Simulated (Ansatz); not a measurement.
**Rb: from a trial structure to a relaxed crystal**

Level of theory: DFT PBE, scalar-relativistic, plane waves, PAW (Ansatz). Cutoff 420 eV, Γ-centred k mesh, Gaussian smearing, no spin polarisation in the final step.

Rb was placed on the sites of a reported Ga cell (C2/c, No. 15), at a guessed volume.

```yaml
crystal:
  lattice:
    - [2.36571, -6.88758, 0.00000]
    - [2.36571, 6.88758, 0.00000]
    - [-0.20091, 0.00000, 5.69605]
  atoms:
    - { symbol: Rb, position: [0.86900, 0.13100, 0.25000] }
    - { symbol: Rb, position: [0.13100, 0.86900, 0.75000] }
```

Cell and atoms relax at zero pressure; the relaxation can't lower the symmetry of the start.

(1) Which crystal results?

(2) What are its volume, density and gap?

Answers

(1) It keeps C2/c (No. 15), but not the shape of the type it started on. Conventional cell: a = 4.888 Å, b = 16.731 Å, c = 5.073 Å, β = 117.7°. Rb is coordinated by 10 Rb at 4.89–5.16 Å and 4 Rb at 5.96–6.04 Å.

```cif
data_structure
_symmetry_space_group_name_H-M 'C2/c'
_symmetry_Int_Tables_number 15
_cell_length_a 4.8882
_cell_length_b 16.7313
_cell_length_c 5.0727
_cell_angle_alpha 90.000
_cell_angle_beta 117.672
_cell_angle_gamma 90.000
_cell_volume 367.42
loop_
_atom_site_label
_atom_site_type_symbol
_atom_site_symmetry_multiplicity
_atom_site_Wyckoff_symbol
_atom_site_fract_x
_atom_site_fract_y
_atom_site_fract_z
_atom_site_occupancy
Rb1 Rb 4 e 0.50000 0.62552 0.25000 1
```

(2) The volume per atom is 91.86 Å³. The density is 1.55 g/cm³. The gap on the 12×12×10 mesh is 0 eV (a metal).

The final run used a 12×12×10 mesh on its 2-atom cell and 0.10 eV smearing. A structure relaxed within its symmetry needn't be a true minimum.